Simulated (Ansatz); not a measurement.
# AlCu3 (Pm-3m) in Ansatz: reference runs

Aim: a first look at AlCu3 with PBEsol, on the cell as given and on a disturbed one.

Everything below comes from runs of Ansatz 0.2.0. Logs are shortened: lines on timing, memory, paths and dates and some standing lists are left out, and cuts for length are marked.

### 1 The structure

It takes space group Pm-3m (No. 221, cubic). The conventional cell has a = 3.637 Å, b = 3.637 Å, c = 3.637 Å, α = 90.00°, β = 90.00°, γ = 90.00°. Cu (site symmetry 4/mmm) is surrounded by 8 Cu at 2.57 Å and 4 Al at 2.57 Å. Around Al (site symmetry m-3m) lie 12 Cu at 2.57 Å.

The cell comes from a database or a generator and needn't be the stable form of this composition.

### 2 Single point, PBEsol

input.yaml reads:

```yaml
crystal:
  lattice:
    - [3.63737667, 0.0, 0.0]
    - [0.0, 3.63737667, 0.0]
    - [0.0, 0.0, 3.63737667]
  atoms:
    - { symbol: Cu, position: [0.0, 0.5, 0.5] }
    - { symbol: Cu, position: [0.5, 0.0, 0.5] }
    - { symbol: Cu, position: [0.5, 0.5, 0.0] }
    - { symbol: Al, position: [0.0, 0.0, 0.0] }
hamiltonian:
  xc: pbesol
  pseudopotentials: { kind: paw }
kpoints:
  mp_grid: { grid: [7, 7, 7] }
scf:
  occupations: { method: fermi_dirac, width: 0.05 }
output:
  forces: true
  stress: true
  eigenvalues: true
```

Potentials or basis: Ansatz PAW.

The run is started by

```sh
> ansatz run input.yaml --threads 2 --pin off --max-ram 5632MiB --backend cpu --events-out ev --progress --plain --runs-dir out
```

Output:

```text
Warning: RAYON_NUM_THREADS=2 ignored (pool sized by the plan → 2); use --threads N
Engine: ansatz 0.2.0, x86_64-unknown-linux-gnu
Pseudopotentials: kind: paw
Pseudopotential: Cu, paw, valence charge 19, recommended cutoff 420 eV (normal), Cu.paw.azcp
Pseudopotential: Al, paw, valence charge 3, recommended cutoff 420 eV (normal), Al.paw.azcp
Functional definition: PBEsol
  exchange = pbesol_x
  correlation = pbesol_c
Crystal: 4 atoms, lattice volume = 48.124 Å³
Basis set: ecut = 420 eV, 925 PW (Γ), exchange–correlation on 50×50×50 points (8 copies of the dense FFT grid, shifted against one another)
Bands: 36, of which v1, the nominal top of the filled ones, is band 30 counted from 1 (29 counted from 0)
Symmetry: 48 space group operations
Space group: Pm-3m (ITA 221), of the structure as read, at distance tolerance 3.6e-5 Å
k-points: 20 of 343
Non-local potential: Cu, projectors of the file, l = 0: 3, l = 1: 2, l = 2: 3, l = 3: 1
Non-local potential: Al, projectors of the file, l = 0: 2, l = 1: 2, l = 2: 1
PAW form: soft (Blöchl's): semilocal exchange-correlation on the pseudo side does not see the compensation charge
PAW frozen core: Cu, regenerated for the run's functional, and the local potential with it (the file was generated under x = pbe(κ = 0.804, μ = 0.2195149727645171), c = pbe(β = 0.06672455060314922))
PAW frozen core: Al, regenerated for the run's functional, and the local potential with it (the file was generated under x = pbe(κ = 0.804, μ = 0.2195149727645171), c = pbe(β = 0.06672455060314922))
PAW one-centre angular grid: Cu, 590 points (default); XC on 64 Gauss nodes
PAW one-centre angular grid: Al, 110 points (default); XC on 64 Gauss nodes
Initial density: superposition of atomic densities (neutral atoms: chi_scale 0, normalization atom), corrected by the library's trained network
Initial wavefunctions: pseudopotential atomic-orbital guess
Functional: x = pbesol(κ = 0.804, μ = 0.12345679012345678), c = pbesol(β = 0.046)
SCF iter   1: F=—  HF=-20291.681136 eV  |F-HF|=—  |Δ(HF+E_count)|=         —  Δρ=1.25e-2  dr2=3.61e-2  ethr=1.77e-3  ⟨swp⟩=5.8  Hψ=2636  notcnv=0  defer=9
preconditioner: auto → Resta (q_TF=auto, 2.830 Å⁻¹)  ε∞=14.1  [insulator: Δε(μ)=0.405 eV  Ē_g=8.878 eV  σ=0.050 eV  W_gap=0.82  n_scr=18 (ndim 8)  ℏωp=32.1 eV  f_vac=0.000  D(μ)=0.50/eV (n_scr^D=0)  ε∞_Penn≈14.1]
SCF iter   2: F=—  HF=-20291.672068 eV  |F-HF|=—  |Δ(HF+E_count)|=   9.07e-3  Δρ=8.32e-4  dr2=2.86e-4  ethr=6.02e-5  ⟨swp⟩=2.0  Hψ=1311  notcnv=0  defer=21
SCF iter   3: F=—  HF=-20291.671672 eV  |F-HF|=—  |Δ(HF+E_count)|=   3.96e-4  Δρ=1.14e-3  dr2=3.19e-4  ethr=4.76e-7  ⟨swp⟩=2.0  Hψ=1282  notcnv=0  defer=1
automatic band count: iteration 3 solves 35 bands in place of 36: the levels show a gap, and the empty bands left out lie too high to hold charge; the band table lists the bands solved (type scf.n_extra_bands for more)
SCF iter   4: F=—  HF=-20291.671541 eV  |F-HF|=—  |Δ(HF+E_count)|=   1.31e-4  Δρ=1.78e-4  dr2=1.71e-5  ethr=4.76e-7  ⟨swp⟩=2.4  Hψ=1025  notcnv=0  defer=1
SCF iter   5: F=—  HF=-20291.671520 eV  |F-HF|=—  |Δ(HF+E_count)|=   2.10e-5  Δρ=6.53e-5  dr2=3.46e-6  ethr=2.86e-8  ⟨swp⟩=2.0  Hψ=1050  notcnv=0  defer=1
SCF iter   6: F=—  HF=-20291.671519 eV  |F-HF|=—  |Δ(HF+E_count)|=   1.30e-6  Δρ=1.26e-5  dr2=9.63e-8  ethr=1.67e-10  ⟨swp⟩=3.5  Hψ=3000  notcnv=0
SCF iter   7: F=-20291.671518 eV  HF=-20291.671518 eV  |F-HF|=1.61e-9  |Δ(HF+E_count)|=   5.45e-8  Δρ=2.78e-6  dr2=3.03e-9  ethr=1.61e-10  ⟨swp⟩=4.2  Hψ=2452  notcnv=0
SCF 1 converged in 7 iterations: F = -20291.671518 eV  dr2 = 3.03e-9
SCF converged after 7 iterations
Free energy (F): -20291.671518 eV
Harris-Foulkes:  -20291.671518 eV  (|F-HF|=1.61e-9)
Internal energy: -20291.667337 eV  (E = F + TS)
E sigma→0 (E₀):  -20291.669428 eV
Entropy (-TS):   -0.004181 eV (-1.045 meV/atom)
Fermi energy:    15.373008 eV
--- Per-component energies (eV) ---
  E_band       = -1156.649152
  E_kinetic    = 926.208463
  E_local      = -13930.898291  (includes V_loc(G=0)·N_el)
  E_nonlocal   = 1180.269255
  E_hartree    = 6195.741104
  E_xc         = -308.992088
  E_vxc        = -378.652602  (∫ρ·V_xc dr)
  E_paw        = -5329.970810  (= ΣΔE_a)
  E_vpaw       = -1345.062099  (= ΣTr[D̂ρ^β])
  E_aug_tail   = 0.000745  (compensation charges beyond the density's cutoff)
  E_ewald      = -9024.663461
  E_core_change = 0.637746  (= ΣΔE_core)
  E_smearing   = -0.004181  (= −TS)
  E_closure    = -0.000000  (closes the sum)
  Σ components = -20291.671518   (vs F -20291.671518, Δ=0.00e0)
--- Forces (eV/Å), atoms counted from 1 ---
  atom   1  Cu     0.00000000    -0.00000000     0.00000000
  atom   2  Cu     0.00000000    -0.00000000     0.00000000
  atom   3  Cu     0.00000000    -0.00000000    -0.00000000
  atom   4  Al    -0.00000000     0.00000000    -0.00000000
  max |Σ_I F_I| component: 1.19e-28 eV/Å
--- Stress (GPa, compression-positive) ---
       -0.745055      -0.000000       0.000000
        0.000000      -0.745055       0.000000
        0.000000       0.000000      -0.745055
  P = ⅓ Tr σ = -0.7451 GPa (-7.451 kbar)
--- Band table (eV; the first three rows and the last of 20) ---
  k-point 0: bands = ["-97.5034", "-97.4907", "-97.4907", "-55.0661", "-55.0661", "-55.0661", "-55.0478", "-55.0478", "-55.0478", "-54.9280", "-54.9280", "-54.9280", "4.5853", "9.9085", "10.4865", "10.4865", "10.7643", "10.7643", "10.7643", "12.1836", "12.1836", "12.1836", "12.8363", "12.8363", "13.0676", "13.3070", "13.3070", "13.3070", "14.9896", "14.9896", "14.9896", "19.6996", "19.6996", "20.4164", "25.7960"]
  k-point 1: bands = ["-97.5028", "-97.4913", "-97.4907", "-55.0649", "-55.0649", "-55.0646", "-55.0483", "-55.0483", "-55.0479", "-54.9297", "-54.9288", "-54.9288", "4.8224", "9.9551", "10.3788", "10.6126", "10.7978", "10.7978", "10.8103", "12.1115", "12.1115", "12.1365", "12.7404", "12.8375", "13.0005", "13.0212", "13.0212", "13.3072", "13.9146", "15.5420", "15.5420", "19.7457", "20.1844", "21.6321", "24.4735"]
  k-point 2: bands = ["-97.5013", "-97.4928", "-97.4907", "-55.0617", "-55.0617", "-55.0611", "-55.0498", "-55.0498", "-55.0481", "-54.9336", "-54.9305", "-54.9305", "5.5201", "9.4863", "10.3648", "10.8857", "10.8857", "10.9283", "10.9434", "11.9409", "11.9409", "12.0160", "12.3674", "12.6216", "12.6216", "12.7578", "12.7647", "12.8814", "13.3075", "16.7344", "16.7344", "19.8834", "20.5260", "22.1886", "22.1887"]
  k-point 19: bands = ["-97.4953", "-97.4947", "-97.4947", "-55.0805", "-55.0801", "-55.0801", "-55.0257", "-55.0257", "-55.0254", "-54.9915", "-54.9102", "-54.9102", "8.8357", "9.9427", "10.2356", "10.2356", "11.6299", "11.6299", "11.7178", "11.7512", "11.9151", "11.9151", "12.3309", "12.3309", "12.4398", "12.5812", "12.5812", "13.1383", "13.4670", "13.4670", "13.6545", "16.9877", "17.2397", "17.2397", "18.2349"]
```

Run time: 0.83 s. Hardware: 2 threads of Intel Xeon 6975P-C (Granite Rapids), shared host; peak memory 0.34 GiB.

Results:

```
Free energy            : -20291.6715 eV
Pressure               : -0.7 GPa
Band gap on the k mesh : none (metal or under the smearing width)
```

Caveat: the PAW data sets come from PBE, with cores solved anew for the run's functional, which leaves a small shift of forces and pressure.

### 3 Single point, PBEsol (atoms moved at random, drawn with an rms of 0.05 Å)

input.yaml reads:

```yaml
crystal:
  lattice:
    - [3.63737667, 0.0, 0.0]
    - [0.0, 3.63737667, 0.0]
    - [0.0, 0.0, 3.63737667]
  atoms:
    - { symbol: Cu, position: [-0.003781, 0.491264, 0.512974] }
    - { symbol: Cu, position: [0.510085, 0.004394, 0.511404] }
    - { symbol: Cu, position: [0.506223, 0.500644, 0.007811] }
    - { symbol: Al, position: [-0.001323, 0.0033, 0.000178] }
hamiltonian:
  xc: pbesol
  pseudopotentials: { kind: paw }
kpoints:
  mp_grid: { grid: [7, 7, 7] }
scf:
  occupations: { method: fermi_dirac, width: 0.05 }
output:
  forces: true
  stress: true
  eigenvalues: true
```

Potentials or basis: Ansatz PAW.

The run is started by

```sh
> ansatz run input.yaml --threads 2 --pin off --max-ram 5632MiB --backend cpu --events-out ev --progress --plain --runs-dir out
```

Run time: 6.3 s. Hardware: 2 threads of Intel Xeon 6975P-C (Granite Rapids), shared host; peak memory 0.49 GiB.

Results (log left out):

```
Free energy            : -20291.6464 eV
Pressure               : -0.4 GPa
Largest force          : 0.463 eV/Å
Band gap on the k mesh : none (metal or under the smearing width)
```

Forces in eV/Å, atoms in the order of the input:
```
Cu   0.277  0.299 -0.219
Cu  -0.302 -0.196 -0.182
Cu  -0.209  0.080  0.091
Al   0.234 -0.183  0.310
```

Stress tensor (GPa, compression positive):
```
-0.43  0.14  0.06
 0.14 -0.41 -0.11
 0.06 -0.11 -0.45
```

Levels at points of the mesh, in eV from the Fermi level:
| k point | band 28 | band 29 | band 30 | band 31 | band 32 | band 33 |
| --- | --- | --- | --- | --- | --- | --- |
| (0.00, 0.00, 0.00) | -2.07 | -0.38 | -0.38 | -0.37 | 4.32 | 4.32 |

Caveat: the PAW data sets come from PBE, with cores solved anew for the run's functional, which leaves a small shift of forces and pressure.
